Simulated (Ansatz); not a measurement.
Relaxed InN (zinc blende):

```
CELL_PARAMETERS angstrom
      0.00000     2.52449     2.52449
      2.52449     0.00000     2.52449
      2.52449     2.52449     0.00000
ATOMIC_POSITIONS crystal
  N  0.75000 0.75000 0.75000
  In 0.00000 0.00000 0.00000
```

Scan: atom 2 (In, nearest neighbour N at 2.186 Å; its periodic images, 3.6 Å or more away, move with it) is displaced along Cartesian z, direction (0.000, 0.000, 1.000) in Cartesian axes, by s. The other atoms stay.

All values below come from PBE (plane waves to 420 eV, PAW, scalar-relativistic; Ansatz, an electronic-structure program). k mesh 9×9×9 (Γ-centred), Fermi-Dirac smearing 0.05 eV. E stands for the smeared free energy. With partly filled bands, energies and forces of such displacements shift with the k mesh and the smearing. At this level the bands of InN touch or barely overlap; measurements give the solid a gap. InN was relaxed with its symmetry unable to fall. ΔE is measured from the undisplaced structure. The last digit holds for this mesh only.

```csv
s (Å),ΔE (meV/cell)
-0.440,739.7
-0.352,494.1
-0.264,287.3
-0.176,130.7
-0.088,withheld
0.000,0.0
0.088,withheld
0.176,130.7
0.264,287.3
0.352,494.1
0.440,739.7
```

Fit an even polynomial form (powers 2, 4) to the given rows and predict ΔE at s = 0.088.

Least squares on the 9 given rows: ΔE = (4290)·s² + (-2423)·s⁴, in meV/cell with s in Å; root-mean-square residual 0.14 meV/cell. At 0.088 the fit gives 33.1 meV/cell; the calculation gives 33.1 meV/cell, the same to the digits shown. The quadratic term alone would give 33.2 meV/cell.

(A displaced cell: forces are minus the slopes of the energy, force constants its curvatures, and phonons follow from these.)
